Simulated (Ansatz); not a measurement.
BeS (zincblende), relaxed with r2SCAN in the plane-wave code Ansatz. Space group F-43m (No. 216), cubic; conventional cell a = 4.869 Å, 14.43 Å³ an atom. Be has 4 S at 2.11 Å; S has 4 Be at 2.11 Å.

The axes x, y and z are those of this cell:
```xyz
2
Lattice="0.0000 2.4343 2.4343 2.4343 0.0000 2.4343 2.4343 2.4343 0.0000" Properties=species:S:1:pos:R:3 pbc="T T T"
Be    0.0000    0.0000    0.0000
S     1.2172    1.2172    1.2172
```

Unstrained: The PBE gap is indirect, 3.135 eV (Γ to X), below the direct gap of 5.617 eV at Γ–K (0.10 of the way from Γ). r2SCAN gives an indirect gap of 3.589 eV, from Γ to X; the least direct gap is 6.234 eV at Γ. HSE06 gives an indirect gap of 4.085 eV, from Γ to X; the least direct gap is 6.804 eV at Γ–K (0.10 of the way from Γ). Meshes: PBE 10×10×10, r2SCAN 10×10×10, HSE06 6×6×6. Strains are changes of length per length. After each strain the atoms were relaxed again with r2SCAN within the symmetry that the strain leaves, so tilts or polar shifts that break it weren't tested; points keep the names that they have in the unstrained zone. Calculated for a static, non-magnetic cell.

**Question.** For epitaxial -2.0 % in the xy plane, how far does the free direction move, and what happens to the gap?

**Answer.** The normal strain at zero normal stress is +1.52 %, 0.76 of the in-plane strain with the sign turned. PBE: the gap goes from 3.135 to 2.920 eV (-0.215 eV); the X points, equivalent before, split by 285 meV, and the conduction bottom lies at those like (0, 1/2, 1/2); with r2SCAN the top three valence levels at Γ, degenerate before, become 2+1 from the top over 213 meV. r2SCAN: the gap goes from 3.589 to 3.368 eV (-0.221 eV); the X points, equivalent before, split by 297 meV, and the conduction bottom lies at those like (0, 1/2, 1/2). HSE06: the gap goes from 4.085 to 3.863 eV (-0.222 eV); the X points, equivalent before, split by 293 meV, and the conduction bottom lies at those like (0, 1/2, 1/2).

**Question.** Apply epitaxial +2.0 % in the xy plane, free normal strain -1.58 %. How far does the gap move, against the unstrained cell?

**Answer.** PBE: the gap goes from 3.135 to 2.901 eV (-0.234 eV); with r2SCAN the top three valence levels at Γ, degenerate before, become 1+2 from the top over 180 meV. r2SCAN: the gap goes from 3.589 to 3.345 eV (-0.244 eV). HSE06: the gap goes from 4.085 to 3.843 eV (-0.242 eV). The r2SCAN energy rises by 6.2 meV an atom.

**Question.** For epitaxial -3.0 % in the xy plane, how far does the free direction move, and what happens to the gap?

**Answer.** The normal strain at zero normal stress is +2.26 %, 0.75 of the in-plane strain with the sign turned. PBE: the gap goes from 3.135 to 2.805 eV (-0.330 eV); the X points, equivalent before, split by 437 meV, and the conduction bottom lies at those like (0, 1/2, 1/2); with r2SCAN the top three valence levels at Γ, degenerate before, become 2+1 from the top over 334 meV. r2SCAN: the gap goes from 3.589 to 3.251 eV (-0.338 eV); the X points, equivalent before, split by 456 meV, and the conduction bottom lies at those like (0, 1/2, 1/2). HSE06: the gap goes from 4.085 to 3.744 eV (-0.341 eV); the X points, equivalent before, split by 450 meV, and the conduction bottom lies at those like (0, 1/2, 1/2).

**Question.** Estimate what epitaxial +4.0 % in the xy plane, free normal strain -3.24 % does to the gap.

**Answer.** PBE: the gap goes from 3.135 to 2.704 eV (-0.431 eV); with r2SCAN the top three valence levels at Γ, degenerate before, become 1+2 from the top over 333 meV. r2SCAN: the gap goes from 3.589 to 3.139 eV (-0.450 eV). HSE06: the gap goes from 4.085 to 3.638 eV (-0.447 eV). The r2SCAN energy rises by 23.6 meV an atom.

**Question.** For epitaxial +3.0 % in the xy plane, how far does the free direction move, and what happens to the gap?

**Answer.** The normal strain at zero normal stress is -2.40 %, 0.80 of the in-plane strain with the sign turned. PBE: the gap goes from 3.135 to 2.798 eV (-0.337 eV); with r2SCAN the top three valence levels at Γ, degenerate before, become 1+2 from the top over 260 meV. r2SCAN: the gap goes from 3.589 to 3.237 eV (-0.352 eV). HSE06: the gap goes from 4.085 to 3.736 eV (-0.349 eV).

**Question.** Apply epitaxial -1.0 % in the xy plane, free normal strain +0.77 %. How far does the gap move, against the unstrained cell?

**Answer.** PBE: the gap goes from 3.135 to 3.030 eV (-0.105 eV); the X points, equivalent before, split by 139 meV, and the conduction bottom lies at those like (0, 1/2, 1/2); with r2SCAN the top three valence levels at Γ, degenerate before, become 2+1 from the top over 102 meV. r2SCAN: the gap goes from 3.589 to 3.481 eV (-0.108 eV); the X points, equivalent before, split by 145 meV, and the conduction bottom lies at those like (0, 1/2, 1/2). HSE06: the gap goes from 4.085 to 3.976 eV (-0.109 eV); the X points, equivalent before, split by 143 meV, and the conduction bottom lies at those like (0, 1/2, 1/2). The r2SCAN energy rises by 1.6 meV an atom.

**Question.** For epitaxial -4.0 % in the xy plane, how far does the free direction move, and what happens to the gap?

**Answer.** The normal strain at zero normal stress is +2.99 %, 0.75 of the in-plane strain with the sign turned. PBE: the gap goes from 3.135 to 2.686 eV (-0.449 eV); the X points, equivalent before, split by 596 meV, and the conduction bottom lies at those like (0, 1/2, 1/2); with r2SCAN the top three valence levels at Γ, degenerate before, become 2+1 from the top over 465 meV. r2SCAN: the gap goes from 3.589 to 3.129 eV (-0.460 eV); the X points, equivalent before, split by 621 meV, and the conduction bottom lies at those like (0, 1/2, 1/2). HSE06: the gap goes from 4.085 to 3.621 eV (-0.464 eV); the X points, equivalent before, split by 614 meV, and the conduction bottom lies at those like (0, 1/2, 1/2).

**Question.** For epitaxial +1.0 % in the xy plane, how far does the free direction move, and what happens to the gap?

**Answer.** The normal strain at zero normal stress is -0.78 %, 0.78 of the in-plane strain with the sign turned. PBE: the gap goes from 3.135 to 3.014 eV (-0.121 eV); with r2SCAN the top three valence levels at Γ, degenerate before, become 1+2 from the top over 94 meV. r2SCAN: the gap goes from 3.589 to 3.462 eV (-0.127 eV). HSE06: the gap goes from 4.085 to 3.959 eV (-0.126 eV).

Where an edge lies off the special points, it is a point of the mesh or the k point where a search put PBE's edge or least direct gap, reused for the other functionals, whose own edges may lie a little apart.

The meshes of the hybrids are coarse, so their gaps aren't converged to the digits shown.

The splittings at Γ are without spin-orbit coupling, which regroups them where it is of like size.
